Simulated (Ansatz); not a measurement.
# Black arsenene monolayer in a perpendicular field, part 3 of 3

What dipole does a perpendicular field induce in the black arsenene monolayer, and does the gap follow? A positive field points along +c.

Ansatz 0.2.0; plane-wave DFT, PBE-D3(BJ), Ansatz PAW.

So far, gap along the path (eV): step 3 (single point, field 0) 0.395; step 5 (field -0.1 V/Å) 0.394; step 6 (field 0.2 V/Å) 0.392; step 7 (field -0.2 V/Å) 0.392; step 8 (field 0.35 V/Å) 0.386.

## 9. Response, atoms held

This step: plane-wave DFT, PBE-D3(BJ), Ansatz PAW; response to a field along the normal, atoms held (Ansatz 0.2.0).

The dipoles give the slope, and the difference of two potentials shows where the field is screened.

This step gave:

- equivalent conductor thickness p/(ε₀AE): 5.028 Å
- distance between the outer atoms: 2.405 Å

Table of dipole of the cell by applied field:

| applied field (V/Å) | dipole of the cell (e·Å) |
| --- | --- |
| -0.200 | -0.0928 |
| -0.100 | -0.0464 |
| 0.000 | 0 |
| 0.100 | 0.0464 |
| 0.200 | 0.0928 |
| 0.350 | 0.162 |

Local field over the applied field, running mean. From the potentials at -0.1 and 0.1 V/Å; running mean over 2.5 Å. The local field over applied field by z:

z (Å), local field over applied field and a bar:
```
     4.11      0.999 ##############################
     4.39      0.998 ##############################
     4.82      0.996 ##############################
     5.10      0.993 ##############################
     5.38      0.987 ##############################
     5.81      0.968 #############################
     6.09      0.945 ############################
     6.38      0.906 ###########################
     6.80      0.809 ########################
     7.08      0.716 #####################
     7.37      0.610 ##################
     7.79      0.452 #############
     8.08      0.355 ##########
     8.36      0.266 #######
     8.79      0.143 ###
     9.07      0.078 #
     9.35      0.040 
     9.78      0.030 
    10.06      0.036 
    10.34      0.036 
    10.63      0.030 
    11.05      0.040 
    11.34      0.078 #
    11.62      0.143 ###
    12.04      0.266 #######
    12.33      0.355 ##########
    12.61      0.452 #############
    13.04      0.610 ##################
    13.32      0.716 #####################
    13.60      0.809 ########################
    14.03      0.906 ###########################
    14.31      0.945 ############################
    14.59      0.968 #############################
    15.02      0.987 ##############################
    15.30      0.993 ##############################
    15.59      0.996 ##############################
    16.01      0.998 ##############################
    16.30      0.999 ##############################
```

Electrons, planar mean, per unit field. Induced electron density against z:

```
z (Å)  induced electron density (e/Å³ per V/Å)
 4.11                                   3.2e-6
 4.53                                   8.6e-6
 4.96                                   2.3e-5
 5.38                                   5.8e-5
 5.81                                   1.5e-4
 6.23                                   3.5e-4
 6.66                                   8.0e-4
 7.08                                  0.00172
 7.51                                  0.00320
 7.94                                  0.00421
 8.36                                  0.00231
 8.79                                  -3.9e-4
 9.21                                  -6.5e-4
 9.64                                  0.00115
10.06                                   5.4e-4
10.34                                  -5.4e-4
10.77                                 -0.00115
11.19                                   6.5e-4
11.62                                   3.9e-4
12.04                                 -0.00231
12.47                                 -0.00421
12.89                                 -0.00320
13.32                                 -0.00172
13.74                                  -8.0e-4
14.17                                  -3.5e-4
14.59                                  -1.5e-4
15.02                                  -5.8e-5
15.45                                  -2.3e-5
15.87                                  -8.6e-6
16.30                                  -3.2e-6
```

The smaller of the gaps on the path and on the k-mesh, counted as 0 under 0.03 eV. Table of gap by applied field:

| applied field (V/Å) | gap (eV) |
| --- | --- |
| -0.200 | 0.392 |
| -0.100 | 0.394 |
| 0.000 | 0.395 |
| 0.100 | 0.394 |
| 0.200 | 0.392 |
| 0.350 | 0.386 |

By hand: between -0.1 and 0.1 V/Å the dipole changes by 0.09278 e·Å, a slope of 0.4639 e·Å²/V. A perfect conductor of thickness t has p = ε₀AEt, so t = 180.95 × 0.4639 / 16.693 = 5.03 Å (e/ε₀ = 180.95 V·Å, A in Å²).

The induced dipole is that of a conductor 5.03 Å thick.

## 10. Varying the input

This step: plane-wave DFT, PBE-D3(BJ), Ansatz PAW (Ansatz 0.2.0).

An input spoilt on purpose, to show how the run answers: it repeats the earlier run at 0.1 V/Å with efield.ramp_position from 0.97 to 0.475, and scf.max_iter set to 75.

Input file input.yaml:

```yaml
crystal:
  lattice:
    - [4.5155377861, 0.0, 0.0]
    - [0.0, 3.6968538025, 0.0]
    - [0.0, 0.0, 20.4045284577]
  atoms:
    - { symbol: As, position: [0.0629902471, 0.0, 0.4410797429] }
    - { symbol: As, position: [0.4370882189, 0.5, 0.4410785585] }
    - { symbol: As, position: [0.9370097529, 0.0, 0.5589202571] }
    - { symbol: As, position: [0.5629117811, 0.5, 0.5589214415] }
kpoints:
  mp_grid: { grid: [10, 12, 1] }
  band_path:
    path:
      - [0, 0, 0]
      - [0.5, 0, 0]
      - [0.5, 0.5, 0]
      - [0, 0, 0]
      - [0, 0.5, 0]
      - [0.5, 0.5, 0]
    npoints: 16
hamiltonian:
  xc: pbe
  dispersion: d3bj
scf:
  occupations: { method: fermi_dirac, width: 0.05 }
  convergence: { dr2_threshold: 1.0e-10 }
  max_iter: 75
efield:
  axis: 3
  dipole_correction: true
  ramp_position: 0.475
  ramp_width: 0.06
  amplitude: 0.1
output:
  write_potential: true
  write_density: true
  volumetric_format: npy
```

On the command line:

```
ansatz run input.yaml --threads 2 --pin off --max-ram 3072MiB --backend cpu --events-out ev --progress --plain --runs-dir out
```

Numbers of over 12 decimals in the logs are rounded to 6 here.

The log of the run:

```text
[...]
Crystal: 4 atoms, lattice volume = 340.619 Å³
Basis set: ecut = 420 eV, 6655 PW (Γ)
Bands: 36, of which v1, the nominal top of the filled ones, is band 30 counted from 1 (29 counted from 0)
Symmetry: 2 space group operations
k-points: 42 of 120 (time reversal used)
[...]
SCF iter  13: F=-19423.584289 eV  HF=-19423.584289 eV  |F-HF|=3.13e-10  |Δ(HF+E_count)|=  7.28e-11  Δρ=1.07e-7  dr2=7.86e-11  ethr=1.00e-12  p=-0.628 e·Å  D=-3.34e-1 V/Å  ΔV_dip=6.81 eV  dr2_dipole=2.86e-10  V_vac-E_F(+/−)=-3.60/-4.70 eV  ⟨swp⟩=8.5  Hψ=3952  notcnv=0
WARN: efield: at this solve's end the planar-averaged density reaches 2.04e0 e/Å³ inside the ramp window [0.4260, 0.5840] (bound 1e-5 e/Å³); the window's nearer edge stands 0.00 Å from this solve's nearest atom along the axis. Its free energy, forces, stress, dipole, levels and responses can be off, and this figure does not tell by how much. The cell may have no vacuum along `efield.axis`. A short vacuum, a low `basis.ecutwfc` or `basis.ecutrho_ratio` and negative occupations (`scf.occupations.method`) can put density there. See the manual's quickstart, § The vacuum guard
SCF 1 converged in 13 iterations: F = -19423.584289 eV  dr2 = 7.86e-11
[...]
SCF converged after 13 iterations
Free energy (F): -19423.584289 eV
[...]
Internal energy: -19423.584171 eV  (E = F + TS)
E sigma→0 (E₀):  -19423.584230 eV
Entropy (-TS):   -0.000119 eV (-0.030 meV/atom)
Fermi energy:    -0.435760 eV
Dipole field:    D = -0.333510 V/Å  (p = -0.627791 e·Å, saw-weighted, corrected)
Work function:   not extracted (applied field tilts the vacuum); planar V_es + V_field profile in the machine report
[...]
Vacuum region:   at the solve's end the planar-averaged density reaches 2.04e0 e/Å³ inside the ramp window [0.4260, 0.5840] (bound 1e-5 e/Å³)
[...]
--- Band table (eV; the first three rows and the last of 42) ---
  k-point 0: bands = [... 26 lower, -3.9963, -2.4221, -1.9014, -0.7874, -0.0788, 0.8696, 2.2433, 2.3603, ... 2 higher]
  k-point 1: bands = [... 26 lower, -4.2039, -2.3742, -2.1151, -0.8479, -0.0133, 1.2921, 1.9611, 2.5507, ... 2 higher]
  k-point 2: bands = [... 26 lower, -4.5503, -2.4794, -2.2483, -1.0397, 0.1808, 1.1173, 1.9425, 3.0978, ... 2 higher]
  k-point 41: bands = [... 26 lower, -4.5167, -4.5163, -2.3320, -2.3310, 1.9305, 1.9316, 3.7676, 3.7678, ... 2 higher]
```

It took 66 s on 2 threads of AMD EPYC 7R43, shared host; peak memory 0.83 GiB; 2.2 min of CPU time.

```csv
quantity,this run,earlier run,difference
dipole along the normal (e·Å),-0.6278,0.04639,-0.67
gap along the path (eV),0.3970,0.3940,0.0031
smallest direct gap along the path (eV),0.4726,0.5266,-0.054
```

What moves beyond 0.01 in its unit (for the dipole 0.5 % and 5e-5 e·Å): dipole along the normal (-0.674 e·Å) and smallest direct gap along the path (-0.054 eV).

With the ramp this near the atoms the program warns of density in it; these numbers are not the system's.

## 11. Varying the input

Another changed input: it repeats the earlier run at 0.1 V/Å with efield.dipole_correction from true to false.

Edit input.yaml of step 10 so:

```diff
@@ -27,7 +27,6 @@
   convergence: { dr2_threshold: 1.0e-10 }
-  max_iter: 75
 efield:
   axis: 3
-  dipole_correction: true
-  ramp_position: 0.475
+  dipole_correction: false
+  ramp_position: 0.97
   ramp_width: 0.06
```

The log of the run:

```text
[...]
Crystal: 4 atoms, lattice volume = 340.619 Å³
Basis set: ecut = 420 eV, 6655 PW (Γ)
Bands: 36, of which v1, the nominal top of the filled ones, is band 30 counted from 1 (29 counted from 0)
Symmetry: 2 space group operations
k-points: 42 of 120 (time reversal used)
[...]
SCF iter   1: F=—  HF=-19425.411444 eV  |F-HF|=—  |Δ(HF+E_count)|=         —  Δρ=1.91e-3  dr2=1.39e-1  ethr=1.77e-3  p=-0.000 e·Å  V_vac-E_F(+/−)=5.02/3.19 eV  ⟨swp⟩=7.0  Hψ=6360  notcnv=0
[...]
SCF iter  10: F=-19425.396955 eV  HF=-19425.396955 eV  |F-HF|=2.55e-11  |Δ(HF+E_count)|=  1.46e-11  Δρ=5.84e-8  dr2=1.56e-11  ethr=1.00e-12  p=0.062 e·Å  V_vac-E_F(+/−)=4.89/3.14 eV  ⟨swp⟩=8.2  Hψ=4942  notcnv=0
SCF 1 converged in 10 iterations: F = -19425.396955 eV  dr2 = 1.56e-11
[...]
SCF converged after 10 iterations
Free energy (F): -19425.396955 eV
[...]
Internal energy: -19425.396808 eV  (E = F + TS)
E sigma→0 (E₀):  -19425.396882 eV
Entropy (-TS):   -0.000147 eV (-0.037 meV/atom)
Fermi energy:    -0.338738 eV
Dipole field:    D = 0.032704 V/Å  (p = 0.061561 e·Å, saw-weighted)
Work function:   not extracted (applied field tilts the vacuum); planar V_es + V_field profile in the machine report
[...]
--- Band table (eV; the first three rows and the last of 42) ---
  k-point 0: bands = [... 26 lower, -3.7234, -2.5326, -2.0619, -0.8181, -0.1007, 1.3191, 1.8934, 2.5988, ... 2 higher]
  k-point 1: bands = [... 26 lower, -3.9303, -2.4851, -2.2773, -0.8796, -0.0350, 1.7807, 2.1763, 2.1923, ... 2 higher]
  k-point 2: bands = [... 26 lower, -4.3103, -2.6381, -2.3610, -1.0731, 0.1602, 1.3427, 2.3857, 2.8222, ... 2 higher]
  k-point 41: bands = [... 26 lower, -4.7900, -4.7894, -2.3600, -2.3590, 1.8871, 1.8882, 3.9991, 3.9995, ... 2 higher]
```

The job ended after 59 s (2 threads; peak memory 0.87 GiB; 1.9 min of CPU time).

```
                               quantity  this run  earlier run  difference
          dipole along the normal (e·Å)   0.06156      0.04639       0.015
                gap along the path (eV)    0.3935       0.3940     -5.0e-4
smallest direct gap along the path (eV)    0.5266       0.5266     -9.0e-6
```

With the dipole correction off, the periodic images add a field of their own to the typed one.

What moves beyond 0.01 in its unit (for the dipole 0.5 % and 5e-5 e·Å): dipole along the normal (+0.0152 e·Å).

These numbers are not those of the isolated slab.

## 12. Summary of results

| Item | Value |
| --- | --- |
| gap without field | 0.395 eV |
| ionisation energy, upper face | 4.20 eV |
| electron affinity, upper face | 3.81 eV |
| equivalent conductor thickness, atoms held | 5.03 Å |

In words: The induced dipole equals that of a perfect conductor 5.03 Å thick, while the outer atoms lie 2.40 Å apart; an out-of-plane ε follows only once a thickness t is chosen, by 1 − 1/ε = 5.03 Å / t. The gap stays within 0.01 eV of 0.39 eV over the fields run, up to 0.35 V/Å in size. Semilocal functionals give gaps that are too small, and excitons are not included. Spin-orbit coupling is left out.

[Logs are printed without paths, hosts, clocks, repeated set-up lines and the standing remarks that a program may print on its own settings, such as how far it seeks lower states.]

[Hosts, paths, dates, database ids (printed as entryN), source tags and the programs' standing remarks are cut or masked in the printed files.]

[Maps of the electrostatic potential energy from Ansatz leave out the sawtooth potential of an applied field or a dipole correction, so their vacuum need not be flat; planar profiles and work functions include it.]
